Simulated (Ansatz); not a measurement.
**The bulk modulus of IrO₂ from a series of volumes**

Reference cell: an entry of the Crystallography Open Database (COD), ions relaxed with PBE at fixed cell.

```
Ir O
1.0
     4.49900    0.00000    0.00000
     0.00000    4.49900    0.00000
     0.00000    0.00000    3.14600
Ir O
2 4
Cartesian
  0.0000 0.0000 0.0000
  2.2495 2.2495 1.5730
  1.3853 1.3853 0.0000
  0.8642 3.6348 1.5730
  3.1137 3.1137 0.0000
  3.6348 0.8642 1.5730
```

Sites (sets of like atoms) are named by element and the number of their first atom in this list.

Computed with Ansatz: DFT, PBE, plane waves and PAW, scalar-relativistic, collinear spin, 420 eV cutoff, Γ-centred 10×10×15 k-points, Fermi–Dirac smearing 0.05 eV. Start moments as typed (μB): 1 on each Ir, none on the rest.

The cell is scaled uniformly, and the ions relax again at each size.

```
V/V₀  pressure (GPa)
0.94            29.3
0.96            21.1
0.98            13.8
1.00             7.2
1.02             1.4
1.04            -3.8
1.06               ?
```

**Question.** Estimate the row at V/V₀ = 1.06 and the bulk modulus.

**Answer.** pressure (GPa): -8.4. Worked: a parabola in ln(V/V₀) through the other 6 rows gives -8.3 GPa there. It crosses zero pressure at V/V₀ = 1.025, the equilibrium volume of this functional, where the bulk modulus is B = −dP/d ln V = 273 GPa. The shape of the cell is held, so in this non-cubic crystal both values are those of uniform scaling, and B is an upper bound to the hydrostatic one.

The start moments die out, and the run ends without spin.
